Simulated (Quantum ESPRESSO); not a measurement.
# MoS2 in Quantum ESPRESSO: further runs

One slab, MoS2, is run at these levels: PBE; tasks: work function.

All numbers are computed with Quantum ESPRESSO 7.5; they aren't measurements. Logs are shortened: lines on timing, memory, paths and dates and some standing lists are left out, and cuts for length are marked.

## (1) Starting point

The cell holds a slab with vacuum, 6 atoms: a = 3.184 Å, b = 3.184 Å, c = 35.437 Å, α = 90.00°, β = 90.00°, γ = 120.00°.

## (2) Work function, PBE

File pw.in:

```
&CONTROL
  calculation = 'scf'
  prefix = 'pwscf'
  outdir = './tmp'
  pseudo_dir = './pseudo'
  tprnfor = .true.
  disk_io = 'low'
/
&SYSTEM
  ibrav = 0
  celldm(1) = 8
  nat = 6
  ntyp = 2
  ecutwfc = 80
  nbnd = 36
  occupations = 'smearing'
  smearing = 'fd'
  degauss = 0.01469973
/
&ELECTRONS
  conv_thr = 6d-09
  electron_maxstep = 150
  mixing_beta = 0.3
  mixing_mode = 'local-TF'
/
ATOMIC_SPECIES
S     32.0600 S.upf
Mo    95.9500 Mo.upf
CELL_PARAMETERS alat
  0.7521407801967   0.0000000000000   0.0000000000000
 -0.3760703901061   0.6513730228771   0.0000000000000
  0.0000000000000   0.0000000000000   8.3708371300598
ATOMIC_POSITIONS crystal
S      0.3333333300    0.6666666600    0.2116417049
Mo     0.0000000000    0.0000000000    0.2554183808
S      0.3333333300    0.6666666600    0.2991950567
S      0.3333333300    0.6666666600    0.7008049433
Mo     0.0000000000    0.0000000000    0.7445816192
S      0.3333333300    0.6666666600    0.7883582951
K_POINTS automatic
10 10 1 0 0 0
```

File pp_density.in:

```
&INPUTPP
  prefix = 'pwscf'
  outdir = './tmp'
  filplot = 'density.dat'
  plot_num = 0
/
&PLOT
  nfile = 1
  filepp(1) = 'density.dat'
  iflag = 3
  output_format = 6
  fileout = 'density.cube'
/
```

File pp_potential.in:

```
&INPUTPP
  prefix = 'pwscf'
  outdir = './tmp'
  filplot = 'potential.dat'
  plot_num = 11
/
&PLOT
  nfile = 1
  filepp(1) = 'potential.dat'
  iflag = 3
  output_format = 6
  fileout = 'potential.cube'
/
```

File pp_elf.in:

```
&INPUTPP
  prefix = 'pwscf'
  outdir = './tmp'
  filplot = 'elf.dat'
  plot_num = 8
/
&PLOT
  nfile = 1
  filepp(1) = 'elf.dat'
  iflag = 3
  output_format = 6
  fileout = 'elf.cube'
/
```

Potentials or basis: PseudoDojo 0.4.1 SR PBE standard.

Run with:

```sh
OMP_NUM_THREADS=1 mpirun -n 2 pw.x -nk 2 -in pw.in > pw.out
OMP_NUM_THREADS=1 mpirun -n 1 pp.x -in pp_density.in > pp_density.out
OMP_NUM_THREADS=1 mpirun -n 1 pp.x -in pp_potential.in > pp_potential.out
OMP_NUM_THREADS=1 mpirun -n 1 pp.x -in pp_elf.in > pp_elf.out
```

pw.out:

```text
This program is part of the open-source Quantum ESPRESSO suite
     for quantum simulation of materials; please cite
         "P. Giannozzi et al., J. Phys.:Condens. Matter 21 395502 (2009);
         "P. Giannozzi et al., J. Phys.:Condens. Matter 29 465901 (2017);
         "P. Giannozzi et al., J. Chem. Phys. 152 154105 (2020);
     in publications or presentations arising from this work. More details at

     Message from routine setup:
     using ibrav=0 with symmetry is DISCOURAGED, use correct ibrav instead

     K-points division:     npool     =       2
     Subspace diagonalization in iterative solution of the eigenvalue problem:
     a serial algorithm will be used

     G-vector sticks info
     --------------------
     sticks:   dense  smooth     PW     G-vecs:    dense   smooth      PW
     Sum         805     805    235               203013   203013   31099

     Using Slab Decomposition

     bravais-lattice index     =            0
     lattice parameter (alat)  =       8.0000  a.u.
     unit-cell volume          =    2099.7508 (a.u.)^3
     number of atoms/cell      =            6
     number of atomic types    =            2
     number of electrons       =        52.00
     number of Kohn-Sham states=           36
     kinetic-energy cutoff     =      80.0000  Ry
     charge density cutoff     =     320.0000  Ry
     scf convergence threshold =      6.0E-09
     mixing beta               =       0.3000
     number of iterations used =            8  local-TF  mixing
     Exchange-correlation= PBE
                           (   1   4   3   4   0   0   0)

     celldm(1)=   8.000000  celldm(2)=   0.000000  celldm(3)=   0.000000
     celldm(4)=   0.000000  celldm(5)=   0.000000  celldm(6)=   0.000000

     crystal axes: (cart. coord. in units of alat)
               a(1) = (   0.752141   0.000000   0.000000 )
               a(2) = (  -0.376070   0.651373   0.000000 )
               a(3) = (   0.000000   0.000000   8.370837 )

     reciprocal axes: (cart. coord. in units 2 pi/alat)
               b(1) = (  1.329538  0.767609 -0.000000 )
               b(2) = (  0.000000  1.535219  0.000000 )
               b(3) = (  0.000000 -0.000000  0.119462 )

     PseudoPot. # 1 for S  read from file:
     S.upf
     Pseudo is Norm-conserving + core correction, Zval =  6.0
     Generated using ONCVPSP code by D. R. Hamann
     Using radial grid of 1146 points,  6 beta functions with:
                l(1) =   0
                l(2) =   0
                l(3) =   1
                l(4) =   1
                l(5) =   2
                l(6) =   2

     PseudoPot. # 2 for Mo read from file:
     Mo.upf
     Pseudo is Norm-conserving + core correction, Zval = 14.0
     Generated using ONCVPSP code by D. R. Hamann
     Using radial grid of 1640 points,  6 beta functions with:
                l(1) =   0
                l(2) =   0
                l(3) =   1
                l(4) =   1
                l(5) =   2
                l(6) =   2

     atomic species   valence    mass     pseudopotential
     S                 6.00    32.06000     S ( 1.00)
     Mo               14.00    95.95000     Mo( 1.00)

     12 Sym. Ops. (no inversion) found

   Cartesian axes

     site n.     atom                  positions (alat units)
         1        S      tau(   1) = (  -0.0000000   0.4342487   1.7716182  )
         2        Mo     tau(   2) = (   0.0000000   0.0000000   2.1380657  )
         3        S      tau(   3) = (  -0.0000000   0.4342487   2.5045131  )
         4        S      tau(   4) = (  -0.0000000   0.4342487   5.8663240  )
         5        Mo     tau(   5) = (   0.0000000   0.0000000   6.2327715  )
         6        S      tau(   6) = (  -0.0000000   0.4342487   6.5992189  )

     number of k points=    14  Fermi-Dirac smearing, width (Ry)=  0.0147
                       cart. coord. in units 2pi/alat
        k(    1) = (   0.0000000   0.0000000   0.0000000), wk =   0.0200000
        k(    2) = (   0.0000000   0.1535219   0.0000000), wk =   0.1200000
        k(    3) = (   0.0000000   0.3070437   0.0000000), wk =   0.1200000
        k(    4) = (   0.0000000   0.4605656   0.0000000), wk =   0.1200000
        k(    5) = (   0.0000000   0.6140875   0.0000000), wk =   0.1200000
        k(    6) = (   0.0000000  -0.7676093   0.0000000), wk =   0.0600000
        k(    7) = (   0.1329538   0.2302828   0.0000000), wk =   0.1200000
        k(    8) = (   0.1329538   0.3838047   0.0000000), wk =   0.2400000
        k(    9) = (   0.1329538   0.5373265   0.0000000), wk =   0.2400000
        k(   10) = (   0.1329538   0.6908484   0.0000000), wk =   0.2400000
        k(   11) = (   0.2659077   0.4605656   0.0000000), wk =   0.1200000
        k(   12) = (   0.2659077   0.6140875   0.0000000), wk =   0.2400000
        k(   13) = (   0.2659077   0.7676093   0.0000000), wk =   0.1200000
        k(   14) = (   0.3988615   0.6908484   0.0000000), wk =   0.1200000

     Dense  grid:   203013 G-vectors     FFT dimensions: (  36,  36, 384)

     Initial potential from superposition of free atoms

     starting charge      51.9970, renormalised to      52.0000

     negative rho (up, down):  4.467E-05 0.000E+00
     Starting wfcs are   36 randomized atomic wfcs

     Self-consistent Calculation

     iteration #  1     ecut=    80.00 Ry     beta= 0.30
     Davidson diagonalization with overlap
     ethr =  1.00E-02,  avg # of iterations =  5.3

     negative rho (up, down):  1.140E-07 0.000E+00
[... 136 lines left out ...]
     iteration # 18     ecut=    80.00 Ry     beta= 0.30
     Davidson diagonalization with overlap
     ethr =  2.52E-11,  avg # of iterations =  2.1

     End of self-consistent calculation

          k = 0.0000 0.0000 0.0000 ( 25505 PWs)   bands (ev):

   -61.2206 -61.2206 -35.3617 -35.3617 -35.1568 -35.1568 -35.1568 -35.1568
   -14.4557 -14.4557 -13.1137 -13.1137  -5.9681  -5.9681  -3.0133  -3.0133
    -3.0132  -3.0132  -2.0742  -2.0742  -1.8928  -1.8928  -1.8928  -1.8928
    -0.2994  -0.2994   2.4229   2.4229   2.4229   2.4229   2.6973   2.6973
     2.6973   2.6973   5.0500   5.1888
[... 27 lines left out ...]
   -61.1868 -61.1868 -35.4935 -35.4935 -35.2937 -35.2937 -35.2346 -35.2346
   -12.8205 -12.8205 -12.4762 -12.4762  -5.9059  -5.9059  -4.8869  -4.8869
    -4.3203  -4.3203  -3.4314  -3.4314  -2.0888  -2.0888  -1.5014  -1.5014
    -1.1883  -1.1883   1.8575   1.8575   2.2248   2.2248   3.3836   3.3836
     3.9283   3.9283   6.4994   6.4999

          k = 0.0000-0.7676 0.0000 ( 25354 PWs)   bands (ev):

   -61.1832 -61.1832 -35.5281 -35.5281 -35.2864 -35.2864 -35.2427 -35.2427
   -12.5964 -12.5964 -12.3943 -12.3943  -6.1203  -6.1203  -5.1159  -5.1159
    -4.4218  -4.4218  -3.5478  -3.5478  -2.1762  -2.1762  -1.3525  -1.3525
    -0.9675  -0.9675   1.8857   1.8857   2.4096   2.4096   3.5554   3.5554
     4.0066   4.0066   5.8133   5.8133
[... 59 lines left out ...]
   -61.1792 -61.1792 -35.4524 -35.4524 -35.3697 -35.3697 -35.2784 -35.2784
   -12.3750 -12.3750 -12.2595 -12.2595  -5.6934  -5.6934  -5.1734  -5.1734
    -4.1672  -4.1672  -3.8236  -3.8236  -3.3002  -3.3002  -2.3464  -2.3464
    -0.4892  -0.4892   1.4343   1.4343   2.8002   2.8002   3.0773   3.0773
     4.4813   4.4813   6.8317   6.8317

     the Fermi energy is     0.5110 ev

!    total energy              =    -369.79975171 Ry
     estimated scf accuracy    <          1.0E-09 Ry
     smearing contrib. (-TS)   =      -0.00173948 Ry
     internal energy E=F+TS    =    -369.79801222 Ry

     The total energy is F=E-TS. E is the sum of the following terms:
     one-electron contribution =   -1869.98135261 Ry
     hartree contribution      =     936.90970747 Ry
     xc contribution           =     -66.71250128 Ry
     ewald contribution        =     629.98613419 Ry

     convergence has been achieved in  18 iterations

     Forces acting on atoms (cartesian axes, Ry/au):

     atom    1 type  1   force =     0.00000000    0.00000000   -0.00869648
     atom    2 type  2   force =     0.00000000    0.00000000    0.00000171
     atom    3 type  1   force =     0.00000000   -0.00000000    0.00869869
     atom    4 type  1   force =     0.00000000    0.00000000   -0.00869869
     atom    5 type  2   force =     0.00000000   -0.00000000   -0.00000171
     atom    6 type  1   force =     0.00000000   -0.00000000    0.00869648

     Total force =     0.017395     Total SCF correction =     0.000054

=------------------------------------------------------------------------------=
   JOB DONE.
=------------------------------------------------------------------------------=
```

pp_density.out:

```text
This program is part of the open-source Quantum ESPRESSO suite
     for quantum simulation of materials; please cite
         "P. Giannozzi et al., J. Phys.:Condens. Matter 21 395502 (2009);
         "P. Giannozzi et al., J. Phys.:Condens. Matter 29 465901 (2017);
         "P. Giannozzi et al., J. Chem. Phys. 152 154105 (2020);
     in publications or presentations arising from this work. More details at

     IMPORTANT: XC functional enforced from input :
     Exchange-correlation= PBE
                           (   1   4   3   4   0   0   0)
     Any further DFT definition will be discarded
     Please, verify this is what you really want

     G-vector sticks info
     --------------------
     sticks:   dense  smooth     PW     G-vecs:    dense   smooth      PW
     Sum         805     805    235               203013   203013   31099

     Using Slab Decomposition

     Calling punch_plot, plot_num =   0
     Writing data to file  density.dat
     Reading data from file  density.dat

     Writing data to be plotted to file density.cube
     Plot Type: 3D                     Output format: Gaussian cube

=------------------------------------------------------------------------------=
   JOB DONE.
=------------------------------------------------------------------------------=
```

pp_potential.out:

```text
This program is part of the open-source Quantum ESPRESSO suite
     for quantum simulation of materials; please cite
         "P. Giannozzi et al., J. Phys.:Condens. Matter 21 395502 (2009);
         "P. Giannozzi et al., J. Phys.:Condens. Matter 29 465901 (2017);
         "P. Giannozzi et al., J. Chem. Phys. 152 154105 (2020);
     in publications or presentations arising from this work. More details at

     IMPORTANT: XC functional enforced from input :
     Exchange-correlation= PBE
                           (   1   4   3   4   0   0   0)
     Any further DFT definition will be discarded
     Please, verify this is what you really want

     G-vector sticks info
     --------------------
     sticks:   dense  smooth     PW     G-vecs:    dense   smooth      PW
     Sum         805     805    235               203013   203013   31099

     Using Slab Decomposition

     Calling punch_plot, plot_num =  11
     Writing data to file  potential.dat
     Reading data from file  potential.dat

     Writing data to be plotted to file potential.cube
     Plot Type: 3D                     Output format: Gaussian cube

=------------------------------------------------------------------------------=
   JOB DONE.
=------------------------------------------------------------------------------=
```

It took 3.3 min on 2 MPI ranks of Arm Neoverse V2, shared host; peak memory 0.92 GiB.

What came out:

| Property | Result |
| --- | --- |
| Free energy | -5031.3819 eV |
| Largest force | 0.224 eV/Å |
| Band gap on the k mesh | 1.73 eV, indirect (least direct gap 1.92 eV) |
| Ionisation potential of the upper face | 5.91 eV |
| Electron affinity of the upper face | 4.17 eV |

Forces on the atoms (eV/Å):
```
S    0.000  0.000 -0.224
Mo   0.000  0.000  0.000
S    0.000  0.000  0.224
S    0.000  0.000 -0.224
Mo   0.000  0.000  0.000
S    0.000  0.000  0.224
```

Caveat: ionisation potential and electron affinity come from Kohn-Sham levels, which understate the gap.

[end of part 1 of 2]
